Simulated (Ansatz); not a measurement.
# SiNi: response to strain

Aim: deform SiNi (zz strain of -3 %) and compute stress, forces and field gradients with LAPW, PAW and all-electron datasets made for the crystal.

Computed with Ansatz 0.2.0 (DFT PBE, scalar-relativistic, unless a step's input says otherwise).

**1. The structure to begin with**

It takes space group Pmmn (No. 59, orthorhombic). The conventional cell has a = 3.027 Å, b = 3.273 Å, c = 4.698 Å, α = 90.00°, β = 90.00°, γ = 90.00°. Si (site symmetry mm2) has 6 Ni at 2.34 to 2.40 Å and 4 Si at 2.68 Å as nearest neighbours. Around Ni (site symmetry mm2) lie 6 Si at 2.34 to 2.40 Å and 4 Ni at 2.67 Å.

As a file:

```
Si Ni
1.0
     3.02662    0.00000    0.00000
     0.00000    3.27350    0.00000
     0.00000    0.00000    4.69776
Si Ni
2 2
Direct
  0.50000 0.50000 0.84230
  0.00000 0.00000 0.15770
  0.50000 0.50000 0.34422
  0.00000 0.00000 0.65578
```

Atoms are numbered in the order of the input: Si1, Si2, Ni3, Ni4.

**2. The deformed structure**

Space group Pmmn before, Pmmn after.

**3. All-electron LAPW**

The input, input.yaml:

```yaml
crystal:
  lattice:
    - [3.02662, 0.0, 0.0]
    - [0.0, 3.2735, 0.0]
    - [0.0, 0.0, 4.5568272]
  atoms:
    - { symbol: Si, position: [0.5, 0.5, 0.8423] }
    - { symbol: Si, position: [0.0, 0.0, 0.1577] }
    - { symbol: Ni, position: [0.5, 0.5, 0.34422], spin: 1.5 }
    - { symbol: Ni, position: [0.0, 0.0, 0.65578], spin: 1.5 }
magnetization:
  spin_polarized: true
kpoints:
  mp_grid: { grid: [11, 10, 7] }
  band_path:
    path:
      - [0.0, 0.0, 0.0]
      - [0.5, 0.0, 0.0]
      - [0.5, 0.5, 0.0]
      - [0.0, 0.5, 0.0]
      - [0.0, 0.0, 0.0]
      - [0.0, 0.0, 0.5]
      - [0.5, 0.0, 0.5]
      - [0.5, 0.5, 0.5]
      - [0.0, 0.5, 0.5]
    npoints: 5
scf:
  occupations: { method: fermi_dirac, width: 0.05 }
hamiltonian:
  xc: pbe
  pseudopotentials: { kind: all_electron, lapw: { basis_error: 0.001 } }
output:
  forces: true
  stress: true
  eigenvalues: true
```

Started as:

```console
ansatz run input.yaml --threads 1 --pin off --max-ram 6144MiB --backend cpu --events-out ev --progress --plain --runs-dir out
```

**4. Frozen-core PAW**

The input, input.yaml:

```yaml
crystal:
  lattice:
    - [3.02662, 0.0, 0.0]
    - [0.0, 3.2735, 0.0]
    - [0.0, 0.0, 4.5568272]
  atoms:
    - { symbol: Si, position: [0.5, 0.5, 0.8423] }
    - { symbol: Si, position: [0.0, 0.0, 0.1577] }
    - { symbol: Ni, position: [0.5, 0.5, 0.34422], spin: 1.5 }
    - { symbol: Ni, position: [0.0, 0.0, 0.65578], spin: 1.5 }
magnetization:
  spin_polarized: true
kpoints:
  mp_grid: { grid: [11, 10, 7] }
scf:
  occupations: { method: fermi_dirac, width: 0.05 }
hamiltonian:
  xc: pbe
  pseudopotentials: { kind: paw }
output:
  forces: true
  stress: true
  eigenvalues: true
  efg: { contact_densities: true }
```

**5. Datasets made for this crystal**

input.yaml, as its differences from that of step 4:

```diff
@@ -18,3 +18,3 @@
   xc: pbe
-  pseudopotentials: { kind: paw }
+  pseudopotentials: { kind: all_electron, datasets: crystal }
 output:
```

(Steps that only read results are left out.)

Q: Predict the outcome of this session. Wanted: pressure; largest shear or deviatoric stress.

**Answer**, as computed:

| quantity | value |
| --- | --- |
| pressure | LAPW 8.77, PAW 8.81, crystal datasets 8.77 GPa |
| largest shear or deviatoric stress (LAPW) | 7.63 GPa |

**Reading.** The largest part of the stress beyond the pressure is 7.63 GPa in size, in the zz component; the atoms are carried along and not relaxed. No run of the undeformed cell stands beside it, so the pressure holds what the given cell had before the change. PAW: stress within 0.08 GPa of LAPW, forces within 3 meV/Å. Crystal datasets: stress within 0.01 GPa of LAPW, forces within 1 meV/Å.
